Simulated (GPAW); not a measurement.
A run of GPAW 26.7.0 is set up as follows.

The input run.py:

```python
from ase.eos import EquationOfState
from ase.io import Trajectory, read
from ase.units import GPa
from gpaw import GPAW, PW, setup_paths

setup_paths.insert(0, '.')

atoms = read('GaN.cif')

traj = Trajectory('eos.traj', 'w')
volumes, energies = [], []
for x in [0.94, 0.96, 0.98, 1.0, 1.02, 1.04, 1.06]:
    a = atoms.copy()
    a.set_cell(atoms.cell * x**(1 / 3), scale_atoms=True)
    calc = GPAW(mode=PW(800),
                xc='GGA_X_B88+GGA_C_P86',
                kpts={'size': (10, 10, 10), 'gamma': True},
                occupations={'name': 'fermi-dirac', 'width': 0.05},
                nbands=11,
                convergence={'density': 1e-05, 'energy': 1e-05},
                maxiter=150,
                txt=f'eos-{x:.2f}.txt')
    a.calc = calc
    energies.append(a.get_potential_energy(force_consistent=True))
    volumes.append(a.get_volume())
    p = -a.get_stress()[:3].mean() / GPa
    calc.write(f'eos-{x:.2f}.gpw')
    traj.write(a)
    print(f'{x:.2f} {volumes[-1]:10.4f} A^3 {energies[-1]:14.6f} eV {p:9.3f} GPa', flush=True)

v0, e0, B = EquationOfState(volumes, energies, eos='birchmurnaghan').fit()
print(f'V0 = {v0:.4f} A^3, E0 = {e0:.6f} eV, B0 = {B / GPa:.2f} GPa')
```

Contents of GaN.cif:

```cif
data_GaN
_cell_length_a 3.18693112
_cell_length_b 3.18693112
_cell_length_c 3.18693112
_cell_angle_alpha 60.00000000
_cell_angle_beta 60.00000000
_cell_angle_gamma 60.00000000
_space_group_name_H-M_alt 'P1'
_space_group_name_Hall 'P 1'
_space_group_IT_number 1
loop_
_space_group_symop_operation_xyz
'x,y,z'
loop_
_atom_site_label
_atom_site_type_symbol
_atom_site_symmetry_multiplicity
_atom_site_Wyckoff_symbol
_atom_site_fract_x
_atom_site_fract_y
_atom_site_fract_z
_atom_site_occupancy
Ga1 Ga 1 a 0.0000000000 0.0000000000 0.0000000000 1
N1 N 1 a 0.2500000000 0.2500000000 0.2500000000 1
```

Potentials or basis: PAW data sets generated in the run's folder for this functional, pw.

Launch:

```console
$ gpaw-setup -f GGA_X_B88+GGA_C_P86 Ga N
$ OMP_NUM_THREADS=1 python run.py
```

Problem. Estimate the equilibrium volume.

Solution. 12.17 Å³/atom (rough: see the caveat).

Problem. Predict the bulk modulus.

Solution. 180 GPa (rough).

Energy against volume, from the lowest point:
```
volume (Å³/atom)  energy (meV/atom)
          10.757             116.91
          10.986              78.78
          11.215              49.31
          11.444              27.45
          11.673              12.38
          11.902               3.32
          12.131               0.00
```

Caveat: the data sets keep Ga 3d, Li 1s and Be 1s frozen, and some such compounds lay over 1.5 % in volume off other programs; the minimum lies outside the volumes run.
